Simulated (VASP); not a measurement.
Here is a VASP 6.6.1 calculation.

INCAR

```
PREC = Accurate
ENCUT = 600
EDIFF = 1E-7
ISMEAR = 0
SIGMA = 0.03
LREAL = False
LASPH = True
NELM = 80
ALGO = Normal
ISIF = 4
LWAVE = False
LCHARG = False
GGA = PE
IVDW = 12
IBRION = 2
NSW = 40
EDIFFG = -0.01
```

The input KPOINTS:

```
regular mesh
0
Gamma
  12 12 6
```

POSCAR

```
Si                                      
1.0
    2.6494643090      0.0000000000      0.0000000000
   -1.3247321546      2.2945033981     -0.0000000000
    0.0000000000      0.0000000000      4.4570262172
  Si            
     2
Direct
     0.3333333300000021    0.6666666699999979    0.2500000000000000
     0.6666666699999979    0.3333333300000021    0.7500000000000000
```

Potentials or basis: VASP PAW PBE potentials, release 64 (Si).

Launch:

```sh
$ cat potpaw_PBE.64/Si/POTCAR > POTCAR
$ mpirun -np 1 vasp_std > vasp.out
```

(1) Predict the band gap on the k mesh.

(2) Estimate the dispersion energy per atom.

Results:

(1) none (metal or under the smearing width).

(2) -0.459 eV.

Caveat: the relaxation stopped at its first step, so nothing moved.
